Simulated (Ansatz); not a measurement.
**Bands of SiNi**

```yaml
crystal:
  lattice:
    - [2.94277, 0.00000, 0.00000]
    - [0.00000, 3.28033, 0.00000]
    - [0.00000, 0.00000, 4.67745]
  atoms:
    - { symbol: Si, position: [0.00000, 0.00000, 0.15686] }
    - { symbol: Si, position: [0.50000, 0.50000, 0.84314] }
    - { symbol: Ni, position: [0.00000, 0.00000, 0.65750] }
    - { symbol: Ni, position: [0.50000, 0.50000, 0.34250] }
```

Atoms are numbered in the order listed.

Structure from Materials Project entry mp-999192 (possibly hypothetical), not relaxed further.

Spin polarisation is left out, and whether a magnetic state lies lower isn't shown here.

Computed with Ansatz 0.2.0, DFT, PBEsol, all-electron LAPW, scalar-relativistic.

Numerical set-up: a Γ-centred 14×12×9 k mesh, Fermi–Dirac smearing of 0.05 eV, basis error target 1 meV/atom, no spin polarisation.

Points in fractions of the reciprocal vectors of this cell: Γ (0, 0, 0), X (0.5, 0, 0), S (0.5, 0.5, 0), Y (0, 0.5, 0), Z (0, 0, 0.5), U (0.5, 0, 0.5), R (0.5, 0.5, 0.5), T (0, 0.5, 0.5). The path joins them by straight lines in the order Γ–X–S–Y–Γ–Z–U–R–T; legs that retrace an earlier one aren't tabulated. Energies are in eV from the Fermi level.

List the levels at T between -8 and 3.5 eV.

-7.49 (×2), -3.93 (×2), -3.51 (×2), -2.58 (×2), -2.06 (×2), -2.04 (×2).

List the levels at R between -8 and 3.5 eV.

-7.39 (×2), -6.89 (×2), -5.02 (×2), -3.76 (×2), -2.86 (×2), -2.13 (×2), -1.51 (×2), -0.39 (×2), 1.05 (×2).

List the levels at Γ between -8 and 3.5 eV.

-6.73, -4.34, -3.82, -3.01, -2.92, -2.84, -2.76, -2.72, -2.33, -2.05, -2.01, -1.37, 1.25, 2.76.

What is the band gap?

none: bands cross the Fermi level, a metal.
